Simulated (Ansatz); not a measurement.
**TaN stretched along one axis: stress**

Cell: an entry of the Crystallography Open Database (COD), whose atoms a relaxation with PBE at fixed cell left in place.

```
Ta N
1.0
     5.18500    0.00000    0.00000
    -2.59250    4.49034    0.00000
     0.00000    0.00000    2.90800
Ta N
3 3
Direct
  0.00000 0.00000 0.00000
  0.33333 0.66667 0.50000
  0.66667 0.33333 0.50000
  0.50000 0.00000 0.00000
  0.50000 0.50000 0.00000
  0.00000 0.50000 0.00000
```

Sites (sets of like atoms) are named by element and the number of their first atom in this list.

Method: Kohn–Sham DFT in Ansatz, PBE, plane waves and PAW, scalar-relativistic, collinear spin, 420 eV cutoff, Γ-centred 10×10×16 k-points, Fermi–Dirac smearing 0.05 eV. Start moments as typed (μB): 2 on each Ta, none on the rest.

The cell is stretched along z (the third Cartesian axis of the run's cell), x and y held, and the ions relax again each time. Tension counts as positive.

```
strain along z (%)  stress along z (GPa)  stress along x (GPa)
                -3                 -37.5                 -18.0
                -2                     ?                     ?
                -1                 -18.9                 -12.7
                 0                 -10.6                 -10.2
                +1                  -3.0                  -7.8
                +2                   4.2                  -5.6
                +3                  10.9                  -3.5
```

(1) Estimate the row at -2 % from the others.

## Answers

(1) stress along z (GPa): -27.9; stress along x (GPa): -15.3. Worked: parabolas through the other 6 rows give -27.9 and -15.3 GPa at -2 %. Their slopes at zero strain are 805 GPa (the stiffness along z) and 242 GPa (the coupling of z to x). They hold at this cell, where the calculated pressure is 10.3 GPa, and with no gap in the run.

All values belong to this cell and structure model. The start moments die out, and the run ends without spin.
